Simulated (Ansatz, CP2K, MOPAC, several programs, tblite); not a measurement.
Energy against volume for zincblende NaCl, at fixed shape and fractional coordinates, computed by several methods (PBE and r2SCAN, where shown, with plane waves in Ansatz); the cell shown is that of r2SCAN. It is cubic, F-43m (No. 216); a = 6.175 Å in the conventional setting, 29.43 Å³ an atom. Na is surrounded by 4 Cl at 2.67 Å; Cl is surrounded by 4 Na at 2.67 Å. The structure was generated, not taken from experiment, and needn't be the ground state; spin polarisation is off. Energies count from each curve's lowest point; fits are third-order Birch-Murnaghan.

```cif
data_structure
_symmetry_space_group_name_H-M 'P 1'
_symmetry_Int_Tables_number 1
_cell_length_a 4.3661
_cell_length_b 4.3661
_cell_length_c 4.3661
_cell_angle_alpha 60.000
_cell_angle_beta 60.000
_cell_angle_gamma 60.000
_cell_volume 58.85
loop_
_atom_site_label
_atom_site_type_symbol
_atom_site_fract_x
_atom_site_fract_y
_atom_site_fract_z
_atom_site_occupancy
Na1 Na 0.00000 0.00000 0.00000 1
Cl1 Cl 0.25000 0.25000 0.25000 1
```

light PBE (260 eV and a coarse mesh), on the shape of the cell shown:

| V (Å³/atom) | E (meV/atom) |
| --- | --- |
| 27.072 | 22.64 |
| 28.249 | 13.09 |
| 29.426 | 5.51 |
| 30.603 | 0.00 |
| 31.780 | 1.16 |
| 32.957 | 15.33 |

The points scatter about the fit by more than 0.3 meV an atom, since at so low a cutoff the number of plane waves jumps with the volume, so no fit is quoted.

GFN2-xTB (tblite), on the shape of the cell shown, as a cluster of 64 atoms at the zone centre:
```tsv
V (Å³/atom)	E (meV/atom)
25.895	38.91
27.660	17.76
29.426	0.00
31.191	7.90
32.957	20.74
```
The points scatter about the fit by more than 0.3 meV an atom, so no fit is quoted.

PBE/DZVP (CP2K), on the shape of the cell shown:
```csv
V (Å³/atom),E (meV/atom)
25.895,59.53
27.660,22.05
29.426,3.96
31.191,0.00
32.957,5.97
```
V₀ = 30.93 Å³ an atom and B₀ = 17 GPa.

PBE/SZV (CP2K), on the shape of the cell shown:
```
V (Å³/atom)  E (meV/atom)
     25.895         31.18
     27.660          6.18
     29.426          0.00
     31.191          7.29
     32.957         24.24
```
V₀ = 29.26 Å³ an atom and B₀ = 21 GPa.

PM7 (MOPAC), on the shape of the cell shown, as a cluster of 64 atoms at the zone centre:
```tsv
V (Å³/atom)	E (meV/atom)
25.895	106.53
27.660	37.67
29.426	6.11
31.191	0.00
32.957	20.04
```
The points scatter about the fit by more than 0.3 meV an atom, so no fit is quoted.
